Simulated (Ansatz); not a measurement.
The system is Ca.

```
CELL_PARAMETERS angstrom
3.98000 0.00000 0.00000
-1.99000 3.44678 0.00000
0.00000 0.00000 6.52000
ATOMIC_POSITIONS crystal
Ca 0.66667 0.33333 0.75000
Ca 0.33333 0.66667 0.25000
```

This isn't the form of Ca at room conditions, which is fcc.

Base run:

```yaml
Program: Ansatz 0.2.0
Functional: PBEsol
Potentials_or_basis: all-electron LAPW, scalar-relativistic
Cutoff: 78 eV (chosen from the basis error)
Basis_error_allowed: 0.001 eV/atom
k_mesh: 8 × 8 × 4
Occupations: fermi-dirac, width 0.05 eV
Spin: no spin polarisation
```

Its results: pressure -1.4 GPa.

After a change of settings the same cell gave: pressure -2.3 GPa. Which change was it?
A. functional from PBEsol to RPBE
B. functional from PBEsol to LDA
C. functional from PBEsol to PBE
D. functional from PBEsol to revPBE

B.

LDA binds more tightly than PBEsol, so the same cell stands under less pressure.

Caveats: the cell was measured hot, at 723 K.
